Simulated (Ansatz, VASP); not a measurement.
**Two plane-wave programs on BaTe**

The input INCAR:

```
PREC = Accurate ; ENCUT = 520
EDIFF = 1E-7 ; ISMEAR = -1
SIGMA = 0.05 ; LREAL = False
LASPH = True ; NELM = 80
ALGO = Normal ; ISIF = 2
LWAVE = False ; LCHARG = False
GGA = PE ; NBANDS = 15
```

Contents of KPOINTS:

```
Automatic mesh
0
Gamma
  6 6 6
```

Contents of POSCAR:

```
BaTe
1.0
    4.1754524825      0.0000000000      0.0000000000
    0.0000000000      4.1754524825      0.0000000000
    0.0000000000      0.0000000000      4.1754524825
Ba Te
1 1
Direct
    0.0000000000      0.0000000000      0.0000000000
    0.5000000000      0.5000000000      0.5000000000
```

Contents of input.yaml:

```yaml
crystal:
  lattice:
    - [4.1754524825, 0.0, 0.0]
    - [0.0, 4.1754524825, 0.0]
    - [0.0, 0.0, 4.1754524825]
  atoms:
    - { symbol: Ba, position: [0.0, 0.0, 0.0] }
    - { symbol: Te, position: [0.5, 0.5, 0.5] }
hamiltonian:
  xc: pbe
  pseudopotentials: { kind: paw }
kpoints:
  mp_grid: { grid: [6, 6, 6] }
scf:
  occupations: { method: fermi_dirac, width: 0.05 }
output:
  forces: true
  stress: true
  eigenvalues: true
```

Change from the starting cell: volume scaled by 0.94.

Alike in both runs: task single point; functional PBE; k mesh 6 × 6 × 6; occupations fermi-dirac, width 0.05 eV; no spin polarisation.

|  | VASP | Ansatz |
| --- | --- | --- |
| version | VASP 6.6.1 | Ansatz 0.2.0 |
| potentials or method | VASP PAW PBE potentials, release 64 (Ba_sv, Te) | Ansatz PAW |
| plane-wave cutoff (eV) | 520 | 420 |
| valence electrons in the cell | 16 | 26 |

VASP gave:

* gap on the k mesh at the Fermi level (eV): 0.63
* least direct gap on the mesh (eV): 0.92
* pressure (GPa): 2.3

Which values does Ansatz return?

gap on the k mesh at the Fermi level (eV): 0.75; least direct gap on the mesh (eV): 1.04; pressure (GPa): 1.7.

The two sets of potentials don't hold the same shells in valence.

Caveats: spin-orbit coupling is left out, which moves the levels of the heavy elements. A k mesh can miss the band edges.
